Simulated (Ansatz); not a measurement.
**Ti: element swaps in one structure**

One table from this session's results is given with a row withheld; the runs are named, their logs left out.

Computed with Ansatz 0.2.0 (DFT PBEsol, scalar-relativistic, plane waves, PAW, unless a step's input says otherwise).

## The system as given

The structure is cubic, space group Fm-3m (No. 225). The conventional cell has a = 4.056 Å, b = 4.056 Å, c = 4.056 Å, α = 90.00°, β = 90.00°, γ = 90.00°. Ti (site symmetry m-3m) is surrounded by 12 Ti at 2.87 Å.

Structure file:

```
CELL_PARAMETERS angstrom
0.00000 2.02792 2.02792
2.02792 0.00000 2.02792
2.02792 2.02792 0.00000
ATOMIC_POSITIONS crystal
Ti 0.00000 0.00000 0.00000
```

This cell was relaxed beforehand with the same method: volume 16.68 Å³/atom, gap on the mesh none (metal).

Set-up of the first run:

input.yaml

```yaml
crystal:
  lattice:
    - [0.0, 2.1151509725, 2.1151509725]
    - [2.1151509725, 0.0, 2.1151509725]
    - [2.1151509725, 2.1151509725, 0.0]
  atoms:
    - { symbol: Sc, position: [0.0, 0.0, 0.0] }
basis:
  ecutwfc: 420
kpoints:
  mp_grid: { grid: [8, 8, 8] }
hamiltonian:
  xc: pbesol
scf:
  occupations: { method: gaussian, width: 0.1 }
output:
  forces: true
  stress: true
  eigenvalues: true
```

The run is started by

```bash
ansatz run input.yaml --threads 1 --pin off --max-ram 2560MiB --backend cpu --events-out ev --progress --plain --runs-dir out
```

Steps of the session up to this table: Probe: one point at the start (Sc); Rough relaxation on the coarse mesh (Sc); The relaxation (Sc).

One table of the session follows, with a row left open; its other results are not shown here.

Lengths are those of the vectors of the cell that was run:

| swap | volume (Å³/atom) | a (Å) | b (Å) | c (Å) |
| --- | --- | --- | --- | --- |
| none | 16.68 | 2.868 | 2.868 | 2.868 |
| Ti → Mn | 10.36 | 2.447 | 2.447 | 2.447 |
| Ti → Sn | 26.49 | 3.346 | 3.346 | 3.346 |
| Ti → Ru | 13.38 | 2.665 | 2.665 | 2.665 |
| Ti → V | 13.38 | 2.665 | 2.665 | 2.665 |
| Ti → Sc | ? | ? | ? | ? |

Q: Estimate the row for Ti → Sc from the others.

**Answer.** volume (Å³/atom): 23.59; a (Å): 3.219; b (Å): 3.219; c (Å): 3.219. In the column «volume (Å³/atom)» it lies between none (16.68) and Ti → Sn (26.49).

Lengths are those of the computed cell. Rows of earlier swaps come from the sessions before.

Caveats from the session: Warnings in the runs' records: seeded moment not kept.
